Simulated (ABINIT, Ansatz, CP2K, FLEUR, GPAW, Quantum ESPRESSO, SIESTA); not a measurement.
## BaF₂ (Fm-3m, 3 atoms in the cell) computed with different codes at matched settings

Self-consistent single point.

```
BaF2
1.0
    0.00000     3.10000     3.10000
    3.10000     0.00000     3.10000
    3.10000     3.10000     0.00000
Ba F
1 2
Cartesian
  0.00000   0.00000   0.00000
  1.55000   1.55000   1.55000
  4.65000   4.65000   4.65000
```

Shared settings, as Ansatz (a quantum-chemistry and plane-wave program) writes them: kpoints.mp_grid.grid = 6 6 6; scf.occupations.method = fermi_dirac; scf.occupations.width = 0.01 eV. Potentials and cutoffs stand in the table.

```tsv
code	model	pressure (GPa)	gap on the mesh (eV)	cutoff
GPAW	PBEsol, GPAW PAW datasets PBEsol (made by gpaw-setup)	–	6.668	950 eV
SIESTA	GGA PBEsol, numerical atomic orbitals TZP, PseudoDojo PBEsol standard norm-conserving potentials (rewritten from UPF to PSML)	-1.67	6.116	grid 300 Ry
Ansatz	PBEsol, default PAW files made with PBE	-2.18	6.723	default
ABINIT	PBEsol, PAW (JTH v2.0 PBE PAW, files made for PBE)	-1.01	6.656	48 Ry
FLEUR	PBEsol, all-electron FLAPW (FLEUR), scalar-relativistic valence	–	6.896	Kmax 3.8 1/bohr
CP2K	PBEsol, GPW, DZVP-MOLOPT-SR-GTH basis, GTH-PBE potentials (GTH_POTENTIALS)	0.44	6.798	grid 550 Ry
Quantum ESPRESSO	PBEsol, SSSP 1.1.2 efficiency (PBE) pseudopotentials	-1.17	6.647	45 Ry
```

A dash marks a value that a program does not give, or that is left out as unsure.

Gaps are read on the mesh.

The spread over the programs that give each value: pressure within 2.62 GPa; gap on the mesh within 0.780 eV.

SIESTA and CP2K use small atom-centred bases, whose incompleteness enters pressures, forces and empty levels differently from a plane-wave cutoff. FLEUR treats all electrons, but the usual bases taken here (sphere radii, linearisation, local orbitals, empty states) were not tested for convergence, so the values are no reference for the others. Ansatz's pressure is given at a fixed set of plane waves, as the other plane-wave codes print theirs; with its correction for the finite basis it is -1.75 GPa (the shift of 0.43 GPa shows how far the cutoff is from converged). The pressure of GPAW is left out: its cutoff lies under the one at which its stress was checked. In the pressure, Ansatz (by 1.01) and CP2K (by 1.61) lie more than 1 GPa from the median of the plane-wave programs. In the gap, SIESTA (by 0.546), FLEUR (by 0.234) and CP2K (by 0.136) lie more than 0.12 eV from the median of the plane-wave programs.

The starting cell has typed, rounded lattice constants, without a prior relaxation at this level.

Left out of this page: Elk (unsound by tests on forces, stress, charge or solver warnings).

Keys are those of Ansatz 0.2.
